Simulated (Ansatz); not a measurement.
Wanted: the native input for an Ansatz 0.2.0 run.

```yaml
Task: single point
Functional: PBE
Potentials_or_basis: Ansatz PAW
Cutoff: "420 eV (not typed: the program's choice for these potentials)"
k_mesh: 12 × 12 × 6
Occupations: gaussian, width 0.021 eV
Spin: no spin polarisation
```

BN:

```xyz
4
Lattice="2.5539 0.0000 0.0000 -1.2770 2.2118 0.0000 0.0000 0.0000 4.2269" Properties=species:S:1:pos:R:3 pbc="T T T"
N     0.0000    1.4745    0.5295
N     1.2770    0.7373    2.6430
B     0.0000    1.4745    2.1123
B     1.2770    0.7373    4.2257
```

Measurements of this composition are mostly on another form, of space group No. 194.

The input as run:

input.yaml

```yaml
crystal:
  lattice:
    - [2.5539396017, 0.0, 0.0]
    - [-1.2769698009, 2.2117765748, 0.0]
    - [0.0, 0.0, 4.226855]
  atoms:
    - { symbol: "N", position: [0.3333333333, 0.6666666667, 0.125276] }
    - { symbol: "N", position: [0.6666666667, 0.3333333333, 0.625276] }
    - { symbol: B, position: [0.3333333333, 0.6666666667, 0.499724] }
    - { symbol: B, position: [0.6666666667, 0.3333333333, 0.999724] }
hamiltonian:
  xc: pbe
  pseudopotentials: { kind: paw }
kpoints:
  mp_grid: { grid: [12, 12, 6] }
scf:
  occupations: { method: gaussian, width: 0.021 }
output:
  forces: true
  stress: true
  eigenvalues: true
```

Potentials or basis: Ansatz PAW.

Launch:

```bash
$ ansatz run input.yaml --threads 2 --pin off --max-ram 5632MiB --backend cpu --events-out ev --progress --plain --runs-dir out
```

It gave:

```json
{"Pressure": "0.0 GPa", "Largest force": "0.016 eV/Å", "Band gap on the k mesh": "5.21 eV, indirect (least direct gap 8.24 eV)"}
```

Caveat: the pressure holds a Pulay correction of +1.1 GPa for the finite cutoff.

Run time: 4.4 s on 2 threads of Intel(R) Xeon(R) Processor @ 2.50GHz (Skylake/Cascade Lake), on a shared host, peak memory 0.32 GiB.
